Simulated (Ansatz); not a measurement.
**TiAl3 under pressure**

Theory: DFT PBEsol, scalar-relativistic, plane waves, PAW in Ansatz 0.2.0. Run with 420 eV cutoff, 16×16×16 k-mesh, Gaussian smearing of 0.10 eV, no spin polarisation.

Reference structure (relaxed):

```
Ti Al
1.0
    -1.90777    1.90777    4.27700
     1.90777   -1.90777    4.27700
     1.90777    1.90777   -4.27700
Ti Al
1 3
Direct
  0.00000 0.00000 0.00000
  0.50000 0.50000 0.00000
  0.75000 0.25000 0.50000
  0.25000 0.75000 0.50000
```

Cell and atoms are relaxed at each pressure within the symmetry of the start, at zero temperature, so transitions that lower the symmetry aren't seen. The k-mesh given is that at zero pressure and may differ at others.

Give the structure at 90 GPa.

```
Ti Al
1.0
    -1.68197    1.68197    3.75581
     1.68197   -1.68197    3.75581
     1.68197    1.68197   -3.75581
Ti Al
1 3
Cartesian
  0.0000 0.0000 0.0000
  0.0000 0.0000 3.7558
  0.0000 1.6820 1.8779
  1.6820 0.0000 1.8779
```
Symmetry: I4/mmm, No. 139, tetragonal system. The conventional cell has a = 3.364 Å, b = 3.364 Å, c = 7.512 Å, α = 90.00°, β = 90.00°, γ = 90.00°. Ti (site symmetry 4/mmm) has 12 Al at 2.38 to 2.52 Å as nearest neighbours. Al (site symmetry 4/mmm) is surrounded by 4 Ti at 2.38 Å and 8 Al at 2.52 Å. Around Al (site symmetry -4m2) lie 8 Al at 2.38 to 2.52 Å and 4 Ti at 2.52 Å.